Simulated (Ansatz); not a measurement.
# Sc: frozen-core PAW against all-electron methods

```
CELL_PARAMETERS angstrom
-1.95481 1.95481 1.75129
1.95481 -1.95481 1.75129
1.95481 1.95481 -1.75129
ATOMIC_POSITIONS crystal
Sc 0.00000 0.00000 0.00000
```

The conventional cell has a = 3.910 Å, b = 3.910 Å, c = 3.503 Å, α = 90.00°, β = 90.00°, γ = 90.00°. Around Sc (atom 1) lie 10 Sc at 3.27 to 3.50 Å.

Structure from Materials Project entry mp-1056366 (possibly hypothetical), not relaxed further. The listed cell was then made from it by scaling, straining or moving an atom.

Spin polarisation is left out, and whether a magnetic state lies lower isn't shown here.

All numbers are computed: DFT, LDA, PAW with Ansatz's default frozen-core files, scalar-relativistic (Ansatz 0.2.0); DFT, LDA, all-electron PAW with datasets made for the crystal, scalar-relativistic (Ansatz 0.2.0); DFT, LDA, all-electron LAPW, scalar-relativistic (Ansatz 0.2.0).

For PAW: a Γ-centred 13×13×13 k mesh, Fermi–Dirac smearing of 0.03 eV, cutoff 420 eV, no spin polarisation; the PAW files were made with PBE, and the program remakes their frozen cores for this functional. The crystal-made all-electron datasets (AE datasets) take a cutoff of 220 eV at this cell. LAPW targets a basis error of 1 meV/atom. The Ansatz runs share mesh, smearing and spin set-up. Plane-wave (PAW) pressures include the program's estimate of the Pulay term.

Stress and pressure are positive in compression.

The change that made this cell: volume scaled by 1.06.

In a metal, gradients converge slowly with the k mesh: the values move by tens of per cent from one mesh to another, at times in sign, so only the comparison on one mesh counts.

```
                            quantity    PAW  AE datasets   LAPW
                      pressure (GPa)  -7.52        -7.51  -7.51
                     stress xx (GPa)  -7.61        -7.60  -7.60
                     stress zz (GPa)  -7.34        -7.34  -7.34
field gradient Vzz at Sc (10²¹ V/m²)   0.73         0.74      –
```
